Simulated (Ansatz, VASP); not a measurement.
# AlNi: VASP beside Ansatz

INCAR

```
SYSTEM = AlNi
PREC = Accurate ; ENCUT = 520
EDIFF = 1E-6 ; ISMEAR = 0
SIGMA = 0.15 ; LREAL = .False.
LASPH = .True. ; NELM = 100
ALGO = Normal ; ISIF = 2
LWAVE = .False. ; LCHARG = .True.
GGA = PE ; LELF = .True.
LVHAR = .True. ; NBANDS = 14
```

File KPOINTS:

```
regular mesh
0
Gamma
  18 18 16
  0 0 0
```

Contents of POSCAR:

```
AlNi
1.0
    1.9677744100     -1.9531901500      0.0000000000
    1.9677744100      1.9531901500      0.0000000000
    0.0000000000      0.0000000000      3.0994300413
Al Ni
1 1
Direct
    0.0000000000      0.0000000000      0.0000000000
    0.5000000000      0.5000000000      0.5000000000
```

Input for Ansatz:

```yaml
crystal:
  lattice:
    - [1.96777441, -1.95319015, 0.0]
    - [1.96777441, 1.95319015, 0.0]
    - [0.0, 0.0, 3.0994300413]
  atoms:
    - { symbol: Al, position: [0.0, 0.0, 0.0] }
    - { symbol: Ni, position: [0.5, 0.5, 0.5] }
basis:
  ecutwfc: 420
kpoints:
  mp_grid: { grid: [18, 18, 16] }
hamiltonian:
  xc: pbe
scf:
  occupations: { method: gaussian, width: 0.15 }
output:
  forces: true
  stress: true
  eigenvalues: true
```

Change from the starting cell: strain +0.0150 x Voigt [1, 0, 0, 0, 0, 0], atoms carried along.

Alike in both runs: task single point; functional PBE; k mesh 18 × 18 × 16; occupations gaussian, width 0.15 eV; no spin polarisation.

|  | VASP | Ansatz |
| --- | --- | --- |
| version | VASP 6.6.1 | Ansatz 0.2.0 |
| potentials or method | VASP PAW PBE potentials, release 64 (Al, Ni) | scalar-relativistic, plane waves, PAW |
| plane-wave cutoff (eV) | 520 | 420 |
| valence electrons in the cell | 13 | 21 |

```csv
,VASP,Ansatz,Ansatz less VASP
gap on the k mesh at the Fermi level (eV),none,none,-
pressure (GPa),3.3,3.2,-0.03
largest component of the traceless stress (GPa),3.93,3.81,-0.112
```

A gap of «none» marks a metal or a gap that the smearing closes. With one functional, cell and mesh, what is left measures potentials, basis and numerics. The two sets of potentials don't hold the same shells in valence.

Spin polarisation is off, so any magnetic state and its effect on volume and gap are missing.
